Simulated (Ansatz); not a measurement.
Level of theory: DFT PBE, scalar-relativistic, plane waves, PAW in Ansatz. Settings: cutoff 420 eV, Γ-centred meshes spaced at most about 0.3 Å⁻¹, and about 0.25 Å⁻¹ or finer for metals (2π included), Gaussian smearing. No spin polarisation.

Temperature and zero-point effects are left out.

Compare these two cells of Cd7S, each relaxed at this level.

A.

```
CELL_PARAMETERS angstrom
-3.61587 3.61587 3.61587
3.61587 -3.61587 3.61587
3.61587 3.61587 -3.61587
ATOMIC_POSITIONS crystal
Cd 0.00000 0.50000 0.50000
Cd 0.50000 0.00000 0.50000
Cd 0.50000 0.50000 0.00000
Cd 0.44296 0.44296 0.44296
Cd 0.00000 0.00000 0.55704
Cd 0.00000 0.55704 0.00000
Cd 0.55704 0.00000 0.00000
S 0.00000 0.00000 0.00000
```

B.

```
CELL_PARAMETERS angstrom
3.83839 0.00000 0.00000
-1.91919 3.32414 0.00000
0.00000 0.00000 16.21938
ATOMIC_POSITIONS crystal
Cd 0.66667 0.33333 0.91526
Cd 0.00000 0.00000 0.14757
Cd 0.00000 0.00000 0.65257
Cd 0.33333 0.66667 0.78248
Cd 0.33333 0.66667 0.26923
Cd 0.00000 0.00000 0.39686
Cd 0.33333 0.66667 0.52477
S 0.00000 0.00000 0.99326
```

Task: Which would you expect to be lower, and how large is the difference?

Result: B is lower, by 98 meV/atom. A has Cd and S ordered on bcc sites, space group I-43m (No. 217), 23.6 Å³/atom and no gap on its mesh; B has space group P3m1 (No. 156), 25.9 Å³/atom and no gap. The lower one is the more open, so pressure narrows the difference. In A, around Cd on a site of symmetry -42m lie 4 Cd at 3.03 Å, 4 Cd at 3.27 Å, 2 S at 3.62 Å and 4 Cd at 3.62 Å; Cd on a site of symmetry 3m has 1 S at 2.77 Å, 3 Cd at 3.03 Å, 3 Cd at 3.27 Å and 1 S at 3.49 Å; S has 4 Cd at 2.77 Å and 10 Cd at 3.49–3.62 Å. In B, around Cd on its first site lie 3 S at 2.55 Å and 3 Cd at 3.09 Å; around Cd on its second site lie 1 S at 2.50 Å and 3 Cd at 2.97 Å; S has 4 Cd at 2.50–2.55 Å; 5 more sites not described. Both come from invented guesses. The lowest form computed isn't among them: it has space group P-3m1 (No. 164), 24.0 Å³/atom and lies 35 meV/atom below the best shown.

Cells relaxed within their symmetry can be saddle points. Some structure types and database cells were kept out of the candidates from the start, so a known form may be missing.
